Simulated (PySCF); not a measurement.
Species: methylenecyclopropane, C4H6.
Bonds: C1–C2 (double), C2–C3, C3–C4, C2–C4. Hydrogens: H5, H6 on C1; H7, H8 on C3; H9, H10 on C4.

Computed by this run: PySCF, PBE0-D3(BJ)/def2-TZVP geometry optimisation, gas phase; density fitting, grid level 2; the optimiser is geomeTRIC in internal coordinates, started from a GFN2-xTB structure with every atom displaced at random (about 0.01 Å).

Step 4: E = -4240.3332 eV
```
atom  x, y, z in Å  |  force x, y, z in eV/Å
C1      1.1552   -0.5837   -1.0659    0.079  -0.006   0.138
C2      0.3072   -0.1464   -0.1610   -0.221   0.065  -0.247
C3     -0.8754   -0.4053    0.6527   -0.012   0.005  -0.026
C4     -0.3214    1.0067    0.4715    0.173   0.002   0.231
H5      1.8464    0.0942   -1.5538    0.032  -0.009  -0.010
H6      1.2016   -1.6322   -1.3365    0.007  -0.028  -0.005
H7     -0.7676   -0.8465    1.6371    0.027  -0.050   0.007
H8     -1.7937   -0.6699    0.1369    0.009   0.004   0.042
H9     -0.8613    1.7168   -0.1424   -0.052   0.016  -0.055
H10     0.1631    1.4431    1.3423   -0.043   0.000  -0.075
```

Step 5: E = -4240.3400 eV
```
atom  x, y, z in Å  |  force x, y, z in eV/Å
C1      1.1567   -0.5803   -1.0655    0.080  -0.057   0.114
C2      0.2965   -0.1369   -0.1754   -0.120   0.034  -0.217
C3     -0.8768   -0.4043    0.6472    0.008   0.009   0.045
C4     -0.3241    1.0112    0.4718    0.022  -0.032   0.077
H5      1.8680    0.0829   -1.5460   -0.013   0.007   0.010
H6      1.1941   -1.6317   -1.3286    0.013  -0.009  -0.016
H7     -0.7467   -0.8597    1.6242    0.020  -0.001  -0.023
H8     -1.8057   -0.6694    0.1540   -0.013   0.019  -0.021
H9     -0.8671    1.7228   -0.1418   -0.035  -0.032   0.021
H10     0.1595    1.4421    1.3409    0.038   0.062   0.011
```

Step 6: E = -4240.3455 eV
```
atom  x, y, z in Å  |  force x, y, z in eV/Å
C1      1.1594   -0.5807   -1.0639    0.075  -0.057   0.085
C2      0.2831   -0.1283   -0.1944   -0.063   0.003  -0.150
C3     -0.8795   -0.4022    0.6404    0.032  -0.006   0.108
C4     -0.3274    1.0144    0.4723   -0.052  -0.035  -0.030
H5      1.8893    0.0723   -1.5309   -0.035   0.014   0.007
H6      1.1921   -1.6338   -1.3230    0.010   0.009  -0.013
H7     -0.7230   -0.8717    1.6078   -0.001   0.012  -0.037
H8     -1.8212   -0.6628    0.1708   -0.017   0.034  -0.055
H9     -0.8830    1.7245   -0.1339   -0.012  -0.039   0.055
H10     0.1645    1.4449    1.3357    0.063   0.066   0.030
```

Task: Estimate the geometry and energy of step 7. (The exact step hangs on the optimiser's Hessian estimate; all steps are aligned on step 6, rigid shifts and turns removed.)

Result: E = -4240.3496 eV, largest force 0.129 eV/Å
```
atom  x, y, z in Å  |  force x, y, z in eV/Å
C1      1.1629   -0.5837   -1.0594    0.066  -0.026   0.040
C2      0.2699   -0.1235   -0.2119   -0.064  -0.009  -0.081
C3     -0.8825   -0.3993    0.6368    0.055  -0.042   0.109
C4     -0.3297    1.0161    0.4720   -0.059  -0.027  -0.064
H5      1.9007    0.0675   -1.5166   -0.027   0.008   0.001
H6      1.1989   -1.6377   -1.3154    0.001   0.018  -0.004
H7     -0.7058   -0.8901    1.5899   -0.020   0.032  -0.016
H8     -1.8359   -0.6471    0.1837   -0.010   0.034  -0.062
H9     -0.9033    1.7226   -0.1217    0.004  -0.025   0.051
H10     0.1789    1.4518    1.3235    0.055   0.036   0.026
```

The energy changes by -0.0041 eV. The first-order estimate −F·Δx gives -0.0059 eV and the mean of the old and new forces, exact on a quadratic surface, -0.0041 eV. The step makes an angle of 70° with the force vector and moves no atom by more than 0.031 Å.

What follows is the cost of the whole optimisation. Hardware: Arm Neoverse V1, one thread (shared host). Cost: 82 s, 0.75 GiB resident at most.
